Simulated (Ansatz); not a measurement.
## Relaxation path: diamond C (100), 6 layers

DFT, r2SCAN, PAW with Ansatz's default frozen-core files, scalar-relativistic (Ansatz 0.2.0); a Γ-centred 10×10×1 k mesh, Fermi–Dirac smearing of 0.02 eV, no spin polarisation. The run relaxes the atoms in the fixed cell.

Command: `ansatz run input.yaml --threads 2 --pin off --max-ram 4096MiB --backend cpu --events-out ev --progress --plain --runs-dir out` It took 57 s on 2 threads of Intel(R) Xeon(R) Platinum 8488C (Sapphire Rapids), on a shared host, peak memory 0.67 GiB.

```yaml
crystal:
  lattice:
    - [2.5174486404, 0.0, 0.0]
    - [0.0, 2.5174486404, 0.0]
    - [0.0, 0.0, 20.4503]
  atoms:
    - { symbol: C, position: [0.75, 0.0, 0.3911932218] }
    - { symbol: C, position: [0.25, 0.0, 0.4347159331] }
    - { symbol: C, position: [0.25, 0.5, 0.4782386444] }
    - { symbol: C, position: [0.75, 0.5, 0.5217613556] }
    - { symbol: C, position: [0.75, 0.0, 0.5652840669] }
    - { symbol: C, position: [0.25, 0.0, 0.6088067782] }
kpoints:
  mp_grid: { grid: [10, 10, 1] }
scf:
  occupations: { method: fermi_dirac, width: 0.02 }
hamiltonian:
  xc: r2scan
  pseudopotentials: { kind: paw }
output:
  forces: true
  stress: true
  eigenvalues: true
  write_density: true
  write_potential: true
  elf: true
  volumetric_format: npy
relax:
  f_tol: 0.01
  max_steps: 40
efield:
  axis: 3
  amplitude: 0
  dipole_correction: true
```

Each step lists its free energy a cell above the last geometry, and Cartesian positions (Å) with forces (eV/Å).

The first step:

```
step 1  dF = 273.30 meV
  C 1.8881 0.0000 8.0000   0.0000 0.0000 2.2959
  C 0.6294 0.0000 8.8901   0.0000 0.0000 -2.4839
  C 0.6294 1.2587 9.7801   0.0000 0.0000 0.5352
  C 1.8881 1.2587 10.6702   0.0000 0.0000 -0.5352
  C 1.8881 0.0000 11.5602   0.0000 0.0000 2.4839
  C 0.6294 0.0000 12.4503   0.0000 0.0000 -2.2959
```

The PAW files were made under PBE. Real surfaces of this kind reconstruct, which a 1×1 cell forbids.

Question: Where does the relaxation end, and by which steps?

Answer: After 5 geometries, with a shortest distance of 1.479 Å. The further steps:
```
step 2  dF = 73.25 meV
  C 1.8881 0.0000 8.0546   0.0000 0.0000 0.9495
  C 0.6294 0.0000 8.8855   0.0000 0.0000 -1.4384
  C 0.6294 1.2587 9.7845   0.0000 0.0000 0.6576
  C 1.8881 1.2587 10.6658   0.0000 0.0000 -0.6576
  C 1.8881 0.0000 11.5648   0.0000 0.0000 1.4384
  C 0.6294 0.0000 12.3957   0.0000 0.0000 -0.9495
step 3  dF = 1.53 meV
  C 1.8881 0.0000 8.0739   0.0000 0.0000 0.0536
  C 0.6294 0.0000 8.8549   0.0000 0.0000 -0.0733
  C 0.6294 1.2587 9.7913   0.0000 0.0000 0.2692
  C 1.8881 1.2587 10.6590   0.0000 0.0000 -0.2692
  C 1.8881 0.0000 11.5954   0.0000 0.0000 0.0733
  C 0.6294 0.0000 12.3764   0.0000 0.0000 -0.0536
step 4  dF = 1.21 meV
  C 1.8881 0.0000 8.0731   0.0000 0.0000 0.0819
  C 0.6294 0.0000 8.8514   0.0000 0.0000 0.0457
  C 0.6294 1.2587 9.7992   0.0000 0.0000 -0.2231
  C 1.8881 1.2587 10.6511   0.0000 0.0000 0.2231
  C 1.8881 0.0000 11.5989   0.0000 0.0000 -0.0457
  C 0.6294 0.0000 12.3772   0.0000 0.0000 -0.0819
step 5  dF = 0.00 meV
  C 1.8881 0.0000 8.0776   0.0000 0.0000 -0.0026
  C 0.6294 0.0000 8.8548   0.0000 0.0000 0.0030
  C 0.6294 1.2587 9.7962   0.0000 0.0000 -0.0020
  C 1.8881 1.2587 10.6541   0.0000 0.0000 0.0020
  C 1.8881 0.0000 11.5955   0.0000 0.0000 -0.0030
  C 0.6294 0.0000 12.3727   0.0000 0.0000 0.0026
step 6  dF = 0.00 meV  (same geometry, solved once more)
  C 1.8881 0.0000 8.0776   0.0000 0.0000 -0.0025
  C 0.6294 0.0000 8.8548   0.0000 0.0000 0.0028
  C 0.6294 1.2587 9.7962   0.0000 0.0000 -0.0018
  C 1.8881 1.2587 10.6541   0.0000 0.0000 0.0018
  C 1.8881 0.0000 11.5955   0.0000 0.0000 -0.0028
  C 0.6294 0.0000 12.3727   0.0000 0.0000 0.0025
```
